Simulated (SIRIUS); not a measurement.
Runs of SIRIUS 7.10.0 on Ta. Symmetry: Im-3m, No. 229, cubic system. Conventional cell: a = 3.303 Å, b = 3.303 Å, c = 3.303 Å, α = 90.00°, β = 90.00°, γ = 90.00°. Ta (site symmetry m-3m) is surrounded by 8 Ta at 2.86 Å. 

```csv
task,level,potentials or basis,cell,energy tol,density tol,mixer,mixing beta,max scf,gap on the mesh (eV),pressure (GPa)
single point,AM05,PseudoDojo 0.4.1 PBE standard (scalar relativistic),as given,1e-08 Ha,1e-06,anderson,0.7,100,none,-4.2
single point,RPBE,PseudoDojo 0.4.1 PBE standard (scalar relativistic),as given,1e-08 Ha,1e-06,anderson,0.7,100,none,6.0
single point,revPBE,PseudoDojo 0.4.1 PBE standard (scalar relativistic),as given,1e-08 Ha,1e-06,anderson,0.7,100,none,5.0
single point,PBEsol,PseudoDojo 0.4.1 PBE standard (scalar relativistic),as given,1e-08 Ha,1e-06,anderson,0.7,100,none,-3.7
single point,PBEsol,PseudoDojo 0.4.1 PBEsol standard (scalar relativistic),cell strained at random at fixed volume,1e-08 Ha,1e-06,anderson,0.7,100,none,-3.8
single point,LDA,PseudoDojo 0.4.1 PBE standard (scalar relativistic),as given,1e-08 Ha,1e-06,anderson,0.7,100,none,-8.4
single point,BPBE,PseudoDojo 0.4.1 PBE standard (scalar relativistic),as given,1e-08 Ha,1e-06,anderson,0.7,100,none,(b)
single point,PBEsol,PseudoDojo 0.4.1 PBEsol standard (scalar relativistic),as given,1e-08 Ha,1e-06,anderson,0.7,100,none,-4.2
single point,BLYP,PseudoDojo 0.4.1 PBE standard (scalar relativistic),as given,1e-08 Ha,1e-06,anderson,0.7,100,none,(a)
single point,N12,PseudoDojo 0.4.1 PBE standard (scalar relativistic),as given,1e-08 Ha,1e-06,anderson,0.7,100,none,-1.9
single point,APBE,PseudoDojo 0.4.1 PBE standard (scalar relativistic),as given,1e-08 Ha,1e-06,anderson,0.7,100,none,4.8
```

Alike in all rows: no spin polarisation; k mesh 11 × 11 × 11; cutoff (eV) 807; smearing fermi-dirac 0.05 eV.

Problem. Fill in the values left out.

Solution. (a) 8.5; (b) 2.2.

Caveats: the potentials were made for another functional, which shifts forces and pressure (some runs).

A k mesh can miss the band edges, and the runs leave out spin-orbit coupling on Ta.

A gap of «none» marks a metal or a gap under the smearing width.

Runs at the PBE level aren't shown here.
